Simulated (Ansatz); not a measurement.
Reactions of C7H14O2 (`CCOC(=O)C(C)CC`).

Isolated molecules relaxed with PBE0-D4/def2-TZVP in Ansatz; ΔE leaves out vibrations. CCSD(T)/CBS is the MP2 limit (def2-TZVPP, def2-QZVPP) plus CCSD(T) − MP2 in def2-TZVPP, frozen cores. DFT in def2-TZVPP. For Br, Ti outer-core shells are correlated without core-valence functions, which leaves a few kJ/mol of doubt a bond. Scalar relativity is left out up to krypton. One conformer a species, not always the lowest.

```json
{"reaction": "`CCOC(=O)C(C)CC` + `CC(C)(C)O` → `CCC(C)OC(C)(C)C` + `CCOC=O`", "CCSD(T)/CBS(def2) (kJ/mol)": "61"}
{"reaction": "`CCOC(=O)C(C)CC` + HBr → `CCBr` + `CCOC(=O)CC`", "CCSD(T)/CBS(def2) (kJ/mol)": "12"}
{"reaction": "`CCOC(=O)C(C)CC` + `NCS` → `CCNCS` + `CCC(C)C(=O)O`", "CCSD(T)/CBS(def2) (kJ/mol)": "-14"}
{"reaction": "`CCOC(=O)C(C)CC` + `[OH][Ti]([F])([F])[F]` → `CC[O][Ti]([F])([F])[F]` + `CCOC(=O)CC`", "CCSD(T)/CBS(def2) (kJ/mol)": "?"}
{"reaction": "`CCOC(=O)C(C)CC` + `BNB` → `BN(B)CC` + `CCC(C)C(=O)O`", "CCSD(T)/CBS(def2) (kJ/mol)": "-5"}
```

(1) Fill in the missing values. (An estimate is asked.)

Largest T1 diagnostic: 0.023, for `[OH][Ti]([F])([F])[F]`.

Answers

(1) The calculation gave: `CCOC(=O)C(C)CC` + `[OH][Ti]([F])([F])[F]` → `CC[O][Ti]([F])([F])[F]` + `CCOC(=O)CC`: +25.4 kJ/mol.
